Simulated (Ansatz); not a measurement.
# Ni: one cell, many SCF starts

Is Ni magnetic at this level, in which order, and do all starts find it? Single-point runs from several starts follow. We look at Ni: its deposited structure (space group Fm-3m, primitive cell doubled), with 2 atoms per cell. Source: COD entry 4320492, which need not be the ambient phase.

Program: Ansatz 0.2.0. Level of theory: DFT r2SCAN, PAW, plane waves, scalar-relativistic. These are calculated values, not measurements.

### 1 The starting structure

Symmetry: Fm-3m, No. 225, cubic system. The conventional cell has a = 3.529 Å, b = 3.529 Å, c = 3.529 Å, α = 90.00°, β = 90.00°, γ = 90.00°. Ni (site symmetry m-3m) has 12 Ni at 2.50 Å as nearest neighbours.

Structure file:

```cif
data_structure
_symmetry_space_group_name_H-M 'P 1'
_symmetry_Int_Tables_number 1
_cell_length_a 2.4955
_cell_length_b 4.9910
_cell_length_c 2.4955
_cell_angle_alpha 60.000
_cell_angle_beta 60.000
_cell_angle_gamma 60.000
_cell_volume 21.98
loop_
_atom_site_label
_atom_site_type_symbol
_atom_site_fract_x
_atom_site_fract_y
_atom_site_fract_z
_atom_site_occupancy
Ni1 Ni 0.00000 0.00000 0.00000 1
Ni2 Ni 0.00000 0.50000 0.00000 1
```

In tables a label like Ni2 counts atoms in the order of input.yaml; a structure file may count by element.

First come: parallel moments, plain SCF; opposed moments +-, plain SCF; no spin polarisation; spin on, no moments given (the program may seed its own), plain SCF. What is tried next depends on their ends.

“Plain SCF” means no search for lower states. Ends within 0.2 meV/atom and 0.1 μB count as one state.

The total moment includes the space between the atomic spheres.

### 2 Parallel moments, plain SCF

input.yaml

```yaml
crystal:
  lattice:
    - [0.0, 1.76458, 1.76458]
    - [3.52916, 0.0, 3.52916]
    - [1.76458, 1.76458, 0.0]
  atoms:
    - { symbol: Ni, position: [0.0, 0.0, 0.0], spin: 2.0 }
    - { symbol: Ni, position: [0.0, 0.5, 0.0], spin: 2.0 }
magnetization:
  spin_polarized: true
hamiltonian:
  xc: r2scan
  pseudopotentials: { kind: paw }
basis:
  ecutwfc: 500
kpoints:
  mp_grid: { grid: [12, 6, 12] }
scf:
  occupations: { method: fermi_dirac, width: 0.1 }
  lower_state_search: "off"
output:
  forces: true
  stress: true
```

Log, cut to the lines that bear on the results:

```text
[...]
Pseudopotentials: kind: paw
Pseudopotential: Ni, paw, valence charge 18, recommended cutoff 500 eV (meta_gga), Ni.paw.azcp
Functional definition: r2SCAN
[...]
Crystal: 2 atoms, lattice volume = 21.978 Å³
Basis set: ecut = 500 eV, 555 PW (Γ), exchange–correlation on 80×160×80 points (64 copies of the dense FFT grid, shifted against one another)
Bands: 24, of which v1, the nominal top of the filled ones, is band 18 counted from 1 (17 counted from 0)
Symmetry: 24 space group operations
Space group: Fm-3m (ITA 225), of the structure as read, at distance tolerance 2.8e-5 Å
Magnetic group: BNS 225.116 (UNI 1618), of the structure as read, at distance tolerance 2.8e-5 Å
k-points: 98 of 864
[...]
Starting moments: Σ|m| = 4 μB on 2 of 2 sites
[...]
SCF iter   1: F=-11690.383775 eV  HF=-11689.776029 eV  |F-HF|=6.08e-1  |Δ(HF+E_count)|=         —  Δρ=1.09e-1 (↑8.93e-2 ↓1.09e-1)  dr2=5.01e-2  dr2_τ=3.32e-2  dr2_m=1.96e0  M=2.100 μB ∫|m|=2.368 μB  β_m=0.63  ethr=1.40e-4  ⟨swp⟩=1.7  Hψ=25507  notcnv=0
[...]
spin-set hold released at iteration 1 (the charge has settled, or the pull on large starting moments outlasts its swing): the magnetisation degrees of freedom join the quasi-Newton model from the next iteration; the mixer history was flushed
[...]
SCF iter  15: F=-11690.600746 eV  HF=-11690.600746 eV  |F-HF|=2.20e-9  |Δ(HF+E_count)|=   4.60e-7  Δρ=1.25e-6 (↑8.11e-7 ↓1.25e-6)  dr2=1.04e-10  dr2_τ=2.45e-12  dr2_m=1.74e-10  M=1.490 μB ∫|m|=1.848 μB  ethr=3.56e-12  ⟨swp⟩=4.2  Hψ=16123  notcnv=0
[...]
this state was not tested for a lower state beside it, because the mixer in use, unlike msr1, does not test its closes by its own steps (another_mixer; see scf.mixing.algorithm and scf.lower_state_search)
SCF converged after 15 iterations
Magnetization: 1.4903 μB (18.7452 up, 17.2548 down)
Absolute magnetization: 1.8499 μB (∫|ρ↑−ρ↓|, with the PAW one-centre terms)
Spin contamination: 0.0450 ħ² per cell (⟨S²⟩ above its minimum at these occupations)
Per-site moments (μB) at R_I (Å): [(0.8159033452421599, 1.0293908492555803), (0.8159033452421599, 1.0293908492555803)]
Free energy (F): -11690.600746 eV
[...]
E sigma→0 (E₀):  -11690.561647 eV
Entropy (-TS):   -0.078197 eV (-39.098 meV/atom)
Fermi energy:    17.879468 eV
[...]
--- Forces (eV/Å), atoms counted from 1 ---
  atom   1  Ni     0.00000000    -0.00000000     0.00000000
  atom   2  Ni     0.00000000     0.00000000     0.00000000
[...]
--- Stress (GPa, compression-positive) ---
       -8.456505      -0.000000       0.000000
       -0.000000      -8.456505      -0.000000
        0.000000      -0.000000      -8.456505
  P = ⅓ Tr σ = -8.4565 GPa (-84.565 kbar)
```

Wall time 10 s (2 threads of an Arm CPU, shared host); peak memory 0.44 GiB.

Result: ferromagnetic, site moments Ni1 0.82, Ni2 0.82 μB, total 1.49 μB per cell, no gap on the k-mesh.

### 3 Opposed moments +-, plain SCF

Edit input.yaml of step 2 so:

```diff
@@ -7,3 +7,3 @@
     - { symbol: Ni, position: [0.0, 0.0, 0.0], spin: 2.0 }
-    - { symbol: Ni, position: [0.0, 0.5, 0.0], spin: 2.0 }
+    - { symbol: Ni, position: [0.0, 0.5, 0.0], spin: -2.0 }
 magnetization:
```

Log, cut to the lines that bear on the results:

```text
[... 12 lines as in an earlier run ...]
Symmetry: 12 space group operations
Space group: R-3m (ITA 166), of the structure as read, at distance tolerance 2.8e-5 Å
Magnetic group: BNS 166.102 (UNI 1332), of the structure as read, at distance tolerance 2.8e-5 Å
[... 6 lines as in an earlier run ...]
Starting moments: Σ|m| = 4 μB on 2 of 2 sites
Starting magnetic order: antiferromagnet; a translation exchanges its spin sublattices: spin-degenerate at every k-point
[... 2 lines as in an earlier run ...]
spin-down is spin-up translated by (0, 0.5, 0): one eigenproblem is solved per k-point and the antiferromagnetic symmetry of the starting moments is kept exactly by this SCF (crystal.symmetry.spin_inversion_symmetry: false solves both channels; [...]
[... 1 line as in an earlier run ...]
SCF converged after 17 iterations
Magnetization: 0.0000 μB (18.0000 up, 18.0000 down)
Absolute magnetization: 1.0311 μB (∫|ρ↑−ρ↓|, with the PAW one-centre terms)
Spin contamination: 0.3872 ħ² per cell (⟨S²⟩ above its minimum at these occupations)
Per-site moments (μB) at R_I (Å): [(0.4931052279811774, 1.0293908492555803), (-0.4931052279811774, 1.0293908492555803)]
Free energy (F): -11690.421600 eV
[...]
E sigma→0 (E₀):  -11690.366646 eV
Entropy (-TS):   -0.109909 eV (-54.954 meV/atom)
Fermi energy:    17.625617 eV
[...]
--- Forces (eV/Å), atoms counted from 1 ---
  atom   1  Ni    -0.00000000     0.00000000    -0.00000000
  atom   2  Ni     0.00000000     0.00000000     0.00000000
[...]
--- Stress (GPa, compression-positive) ---
       -9.446698      -0.733695       0.733695
       -0.733695      -9.446698      -0.733695
        0.733695      -0.733695      -9.446698
  P = ⅓ Tr σ = -9.4467 GPa (-94.467 kbar)
```

Wall time 6.8 s (2 threads of an Arm CPU, shared host); peak memory 0.43 GiB.

The state reached is antiferromagnetic (magnetic neighbours of Ni1 with a moment over 0.3 of its own that point the other way: 6 of 12 at 2.50 Å, 6 of 6 at 3.53 Å), site moments Ni1 0.49, Ni2 -0.49 μB, total 0.00 μB per cell, no gap on the k-mesh. It lies 89.6 meV/atom above the lowest state so far (step 2).

### 4 No spin polarisation

Edit input.yaml of step 3 so:

```diff
@@ -6,6 +6,4 @@
   atoms:
-    - { symbol: Ni, position: [0.0, 0.0, 0.0], spin: 2.0 }
-    - { symbol: Ni, position: [0.0, 0.5, 0.0], spin: -2.0 }
-magnetization:
-  spin_polarized: true
+    - { symbol: Ni, position: [0.0, 0.0, 0.0] }
+    - { symbol: Ni, position: [0.0, 0.5, 0.0] }
 hamiltonian:
```

Log, cut to the lines that bear on the results:

```text
[... 11 lines as in an earlier run ...]
Bands: 22, of which v1, the nominal top of the filled ones, is band 18 counted from 1 (17 counted from 0)
[... 7 lines as in an earlier run ...]
[...]
[... 2 lines as in an earlier run ...]
SCF iter   1: F=-11690.375330 eV  HF=-11690.295935 eV  |F-HF|=7.94e-2  |Δ(HF+E_count)|=         —  Δρ=2.00e-2  dr2=4.91e-2  dr2_τ=5.78e-2  ethr=1.77e-3  ⟨swp⟩=5.3  Hψ=8539  notcnv=0
[...]
SCF iter   8: F=-11690.393535 eV  HF=-11690.393535 eV  |F-HF|=7.92e-9  |Δ(HF+E_count)|=   7.40e-9  Δρ=1.19e-5  dr2=1.78e-8  dr2_τ=2.01e-10  ethr=2.78e-10  ⟨swp⟩=4.2  Hψ=10889  notcnv=0
[...]
SCF converged after 8 iterations
Free energy (F): -11690.393535 eV
[...]
E sigma→0 (E₀):  -11690.312750 eV
Entropy (-TS):   -0.161569 eV (-80.785 meV/atom)
Fermi energy:    17.538971 eV
[...]
--- Forces (eV/Å), atoms counted from 1 ---
  atom   1  Ni     0.00000000     0.00000000     0.00000000
  atom   2  Ni     0.00000000    -0.00000000     0.00000000
[...]
--- Stress (GPa, compression-positive) ---
      -10.946469       0.000002      -0.000002
        0.000002     -10.946469       0.000002
       -0.000002       0.000002     -10.946469
  P = ⅓ Tr σ = -10.9465 GPa (-109.465 kbar)
```

Run time: 3 s. Hardware: 2 threads of an Arm CPU, shared host; peak memory 0.39 GiB.

End: non-magnetic (no spin polarisation), no gap on the k-mesh. It lies 104 meV/atom above the lowest state so far (step 2).

### 5 Spin on, no moments given (the program may seed its own), plain SCF

Edit input.yaml of step 4 so:

```diff
@@ -21 +21,3 @@
   stress: true
+magnetization:
+  spin_polarized: true
```

Log, cut to the lines that bear on the results:

```text
band count auto-derived: 24 (N_el = 36.0; filled up to band 18; 22 by the electrons, moments and atoms)
[... 22 lines as in an earlier run ...]
[...]
SCF iter   1: F=-11689.951992 eV  HF=-11688.910202 eV  |F-HF|=1.04e0  |Δ(HF+E_count)|=         —  Δρ=1.83e-1 (↑1.83e-1 ↓1.63e-1)  dr2=4.92e-2  dr2_τ=4.25e-2  dr2_m=6.00e0  M=2.451 μB ∫|m|=2.451 μB  ethr=9.90e-4  ⟨swp⟩=1.2  Hψ=12818  notcnv=0
[...]
SCF iter  11: F=-11690.600746 eV  HF=-11690.600746 eV  |F-HF|=5.71e-10  |Δ(HF+E_count)|=   1.11e-7  Δρ=6.66e-6 (↑3.77e-6 ↓6.66e-6)  dr2=2.83e-9  dr2_τ=3.58e-11  dr2_m=2.53e-9  M=1.490 μB ∫|m|=1.848 μB  ethr=2.78e-10  ⟨swp⟩=5.0  Hψ=18220  notcnv=0
[...]
SCF converged after 11 iterations
Magnetization: 1.4903 μB (18.7452 up, 17.2548 down)
Absolute magnetization: 1.8500 μB (∫|ρ↑−ρ↓|, with the PAW one-centre terms)
Spin contamination: 0.0451 ħ² per cell (⟨S²⟩ above its minimum at these occupations)
Per-site moments (μB) at R_I (Å): [(0.8159315894113466, 1.0293908492555803), (0.8159315894113466, 1.0293908492555803)]
Free energy (F): -11690.600746 eV
[...]
E sigma→0 (E₀):  -11690.561648 eV
Entropy (-TS):   -0.078196 eV (-39.098 meV/atom)
Fermi energy:    17.879525 eV
[... 26 lines left out: energy terms, forces, stress ...]
```

It took 7.2 s on 2 threads of an Arm CPU, shared host; peak memory 0.44 GiB.

This is the state of step 2 again (ferromagnetic), after 11 iterations.

### 6 Parallel moments scaled by 0.03, plain SCF

Edit input.yaml of step 5 so:

```diff
@@ -6,4 +6,6 @@
   atoms:
-    - { symbol: Ni, position: [0.0, 0.0, 0.0] }
-    - { symbol: Ni, position: [0.0, 0.5, 0.0] }
+    - { symbol: Ni, position: [0.0, 0.0, 0.0], spin: 0.06 }
+    - { symbol: Ni, position: [0.0, 0.5, 0.0], spin: 0.06 }
+magnetization:
+  spin_polarized: true
 hamiltonian:
@@ -21,3 +23 @@
   stress: true
-magnetization:
-  spin_polarized: true
```

Log, cut to the lines that bear on the results:

```text
[... 11 lines as in an earlier run ...]
Bands: 23, of which v1, the nominal top of the filled ones, is band 18 counted from 1 (17 counted from 0)
[... 9 lines as in an earlier run ...]
Starting moments: Σ|m| = 0.12 μB on 2 of 2 sites
[... 3 lines as in an earlier run ...]
SCF iter   1: F=-11690.250035 eV  HF=-11690.232521 eV  |F-HF|=1.75e-2  |Δ(HF+E_count)|=         —  Δρ=3.61e-2 (↑3.61e-2 ↓2.19e-2)  dr2=3.55e-1  dr2_τ=1.33e-2  dr2_m=1.30e-2  M=0.196 μB ∫|m|=0.202 μB  β_m=1.00  ethr=9.90e-4  ⟨swp⟩=1.0  Hψ=24459  notcnv=0
[...]
spin-set hold released at iteration 13 (site moments contracting): the magnetisation degrees of freedom join the quasi-Newton model from the next iteration; the mixer history was flushed
[...]
SCF iter  23: F=-11690.600746 eV  HF=-11690.600746 eV  |F-HF|=3.80e-8  |Δ(HF+E_count)|=   1.26e-5  Δρ=2.19e-6 (↑2.19e-6 ↓1.55e-6)  dr2=5.15e-11  dr2_τ=2.85e-12  dr2_m=6.79e-10  M=1.490 μB ∫|m|=1.848 μB  ethr=5.31e-11  ⟨swp⟩=5.2  Hψ=19484  notcnv=0
[...]
[... 1 line as in an earlier run ...]
SCF converged after 23 iterations
Magnetization: 1.4903 μB (18.7451 up, 17.2549 down)
Absolute magnetization: 1.8499 μB (∫|ρ↑−ρ↓|, with the PAW one-centre terms)
Spin contamination: 0.0450 ħ² per cell (⟨S²⟩ above its minimum at these occupations)
Per-site moments (μB) at R_I (Å): [(0.8158904516772323, 1.0293908492555803), (0.8158904516772323, 1.0293908492555803)]
Free energy (F): -11690.600746 eV
[...]
E sigma→0 (E₀):  -11690.561647 eV
Entropy (-TS):   -0.078198 eV (-39.099 meV/atom)
Fermi energy:    17.879440 eV
[... 26 lines left out: energy terms, forces, stress ...]
```

Run time: 14 s. Hardware: 2 threads of an Arm CPU, shared host; peak memory 0.43 GiB.

This is the state of step 2 again (ferromagnetic), after 23 iterations.

### 7 Moments +- scaled by 1.4, plain SCF

Edit input.yaml of step 6 so:

```diff
@@ -6,4 +6,4 @@
   atoms:
-    - { symbol: Ni, position: [0.0, 0.0, 0.0], spin: 0.06 }
-    - { symbol: Ni, position: [0.0, 0.5, 0.0], spin: 0.06 }
+    - { symbol: Ni, position: [0.0, 0.0, 0.0], spin: 2.8 }
+    - { symbol: Ni, position: [0.0, 0.5, 0.0], spin: -2.8 }
 magnetization:
```

Log, cut to the lines that bear on the results:

```text
[... 11 lines as in an earlier run ...]
Bands: 25, of which v1, the nominal top of the filled ones, is band 18 counted from 1 (17 counted from 0)
[... 9 lines as in an earlier run ...]
Starting moments: Σ|m| = 5.6 μB on 2 of 2 sites
Starting magnetic order: antiferromagnet; a translation exchanges its spin sublattices: spin-degenerate at every k-point
[... 3 lines as in an earlier run ...]
[...]
SCF iter   1: F=-11689.867707 eV  HF=-11688.378547 eV  |F-HF|=1.49e0  |Δ(HF+E_count)|=         —  Δρ=1.80e-1 (↑1.80e-1 ↓1.80e-1)  dr2=4.13e-2  dr2_τ=7.89e-2  dr2_m=6.51e0  M=0.000 μB ∫|m|=2.564 μB  β_m=0.30  ethr=1.15e-4  ⟨swp⟩=1.8  Hψ=14667  notcnv=0
[...]
spin-set hold released at iteration 15 (site moments contracting): the magnetisation degrees of freedom join the quasi-Newton model from the next iteration; the mixer history was flushed
[...]
SCF iter  27: F=-11690.421600 eV  HF=-11690.421600 eV  |F-HF|=2.42e-9  |Δ(HF+E_count)|=   4.19e-8  Δρ=6.00e-6 (↑6.00e-6 ↓6.00e-6)  dr2=1.09e-8  dr2_τ=4.88e-11  dr2_m=2.37e-9  M=0.000 μB ∫|m|=1.030 μB  ethr=2.29e-11  ⟨swp⟩=2.9  Hψ=9134  notcnv=0
[...]
[... 1 line as in an earlier run ...]
SCF converged after 27 iterations
Magnetization: 0.0000 μB (18.0000 up, 18.0000 down)
Absolute magnetization: 1.0310 μB (∫|ρ↑−ρ↓|, with the PAW one-centre terms)
Spin contamination: 0.3871 ħ² per cell (⟨S²⟩ above its minimum at these occupations)
Per-site moments (μB) at R_I (Å): [(0.4930488582765043, 1.0293908492555803), (-0.4930488582765043, 1.0293908492555803)]
Free energy (F): -11690.421600 eV
[...]
E sigma→0 (E₀):  -11690.366632 eV
Entropy (-TS):   -0.109937 eV (-54.968 meV/atom)
Fermi energy:    17.625613 eV
[... 26 lines left out: energy terms, forces, stress ...]
```

Run time: 9.9 s. Hardware: 2 threads of an Arm CPU, shared host; peak memory 0.44 GiB.

The run ends in the same state as step 3 (antiferromagnetic); it took 27 iterations.

### 8 A moment on one site alone, plain SCF

Edit input.yaml of step 7 so:

```diff
@@ -6,4 +6,4 @@
   atoms:
-    - { symbol: Ni, position: [0.0, 0.0, 0.0], spin: 2.8 }
-    - { symbol: Ni, position: [0.0, 0.5, 0.0], spin: -2.8 }
+    - { symbol: Ni, position: [0.0, 0.0, 0.0] }
+    - { symbol: Ni, position: [0.0, 0.5, 0.0], spin: 2.0 }
 magnetization:
```

Log, cut to the lines that bear on the results:

```text
[... 14 lines as in an earlier run ...]
Magnetic group: BNS 166.97 (UNI 1327), of the structure as read, at distance tolerance 2.8e-5 Å
[... 6 lines as in an earlier run ...]
Starting moments: Σ|m| = 2 μB on 1 of 2 sites
[... 2 lines as in an earlier run ...]
SCF iter   1: F=-11685.946337 eV  HF=-11690.222308 eV  |F-HF|=4.28e0  |Δ(HF+E_count)|=         —  Δρ=1.07e-1 (↑1.07e-1 ↓5.28e-2)  dr2=4.95e0  dr2_τ=2.18e-2  dr2_m=2.43e-1  M=1.536 μB ∫|m|=1.688 μB  β_m=0.30  ethr=3.10e-3  ⟨swp⟩=5.4  Hψ=17657  notcnv=0
[...]
spin-set hold released at iteration 6 (the charge has settled, or the pull on large starting moments outlasts its swing): the magnetisation degrees of freedom join the quasi-Newton model from the next iteration; the mixer history was flushed
[...]
SCF iter  22: F=-11690.600746 eV  HF=-11690.600746 eV  |F-HF|=4.88e-8  |Δ(HF+E_count)|=   6.78e-7  Δρ=8.40e-6 (↑4.95e-6 ↓8.40e-6)  dr2=7.06e-9  dr2_τ=9.81e-11  dr2_m=9.33e-10  M=1.490 μB ∫|m|=1.848 μB  ethr=6.13e-11  ⟨swp⟩=5.2  Hψ=19339  notcnv=0
[...]
[... 1 line as in an earlier run ...]
SCF converged after 22 iterations
Magnetization: 1.4903 μB (18.7452 up, 17.2548 down)
Absolute magnetization: 1.8499 μB (∫|ρ↑−ρ↓|, with the PAW one-centre terms)
Spin contamination: 0.0450 ħ² per cell (⟨S²⟩ above its minimum at these occupations)
Per-site moments (μB) at R_I (Å): [(0.8158816733085889, 1.0293908492555803), (0.8159290117614985, 1.0293908492555803)]
Free energy (F): -11690.600746 eV
[...]
E sigma→0 (E₀):  -11690.561647 eV
Entropy (-TS):   -0.078198 eV (-39.099 meV/atom)
Fermi energy:    17.879485 eV
[... 26 lines left out: energy terms, forces, stress ...]
```

It took 13 s on 2 threads of an Arm CPU, shared host; peak memory 0.45 GiB.

This is the state of step 2 again (ferromagnetic), after 22 iterations.

### 9 The runs side by side

| step | iterations | state | moments of Ni1 Ni2 (μB) | total (μB) | gap (eV) | pressure (GPa) | above lowest (meV/atom) |
| --- | --- | --- | --- | --- | --- | --- | --- |
| 2 | 15 | 1 | 0.82 0.82 | 1.49 | none | -8.5 | 0.0 |
| 3 | 17 | 2 | 0.49 -0.49 | 0.00 | none | -9.4 | 89.6 |
| 4 | 8 | 3 | 0.00 0.00 | 0.00 | none | -10.9 | 104 |
| 5 | 11 | 1 | 0.82 0.82 | 1.49 | none | -8.5 | 0.0 |
| 6 | 23 | 1 | 0.82 0.82 | 1.49 | none | -8.5 | 0.0 |
| 7 | 27 | 2 | 0.49 -0.49 | 0.00 | none | -9.4 | 89.6 |
| 8 | 22 | 1 | 0.82 0.82 | 1.49 | none | -8.5 | 0.0 |

States are numbered from the lowest. Starts by step: 2 parallel moments, plain SCF; 3 opposed moments +-, plain SCF; 4 no spin polarisation; 5 spin on, no moments given (the program may seed its own), plain SCF; 6 parallel moments scaled by 0.03, plain SCF; 7 moments +- scaled by 1.4, plain SCF; 8 a moment on one site alone, plain SCF.

The 7 runs of this session took 64 s in all, from 3 s to 14 s each.

Decimal logarithm of the largest residual (eV) by iteration, counted through all cycles of a run:

| iteration | step 2 | step 3 | step 4 | step 5 | step 6 | step 7 | step 8 |
| --- | --- | --- | --- | --- | --- | --- | --- |
| 1 | 0.3 | 0.4 | -1.2 | 0.8 | -0.4 | 0.8 | 0.7 |
| 2 | -0.3 | 0.2 | -2.1 | -0.7 | -1.0 | 0.6 | 1.1 |
| 3 | -2.3 | -0.9 | -2.6 | -0.9 | -1.9 | 0.4 | -0.1 |
| 4 | -1.9 | -1.4 | -2.5 | -1.3 | -1.7 | 0.2 | 0.0 |
| 5 | -2.3 | -2.0 | -3.9 | -1.4 | -1.6 | 0.1 | -0.1 |
| 6 | -3.4 | -2.5 | -4.8 | -2.1 | -1.5 | -0.1 | -0.4 |
| 8 | -4.3 | -3.4 | -7.7 | -3.9 | -1.6 | -0.5 | -0.4 |
| 10 | -5.8 | -4.0 | - | -6.4 | -1.8 | -0.7 | -1.8 |
| 13 | -7.7 | -5.2 | - | - | -2.3 | -1.1 | -3.0 |
| 15 | -9.8 | -6.1 | - | - | -2.9 | -1.4 | -4.9 |
| 18 | - | - | - | - | -4.7 | -3.2 | -6.2 |
| 20 | - | - | - | - | -6.6 | -3.9 | -7.2 |
| 22 | - | - | - | - | -6.7 | -5.5 | -8.2 |
| 25 | - | - | - | - | - | -7.5 | - |
| 27 | - | - | - | - | - | -8.0 | - |

### 10 Outcome

| quantity | value |
| --- | --- |
| distinct states | 3 from 7 converged runs |
| lowest state from plain starts | ferromagnetic |
| its moments | Ni1 0.82, Ni2 0.82 μB |
| total moment | 1.49 μB per cell |
| gap on the k-mesh | none |
| pressure | -8.5 GPa |
| largest force | 0.000 eV/Å |
| next state | antiferromagnetic, 89.6 meV/atom higher |
| highest state | non-magnetic (no spin polarisation), 104 meV/atom higher |

**Reading.** The 7 converged runs end in 3 distinct states. Switching spin polarisation off costs 104 meV/atom in free energy, smearing entropy included. The best antiferromagnetic state lies 89.6 meV/atom above the best ferromagnetic one. The search isn't exhaustive: larger magnetic cells and non-collinear orders weren't tried.
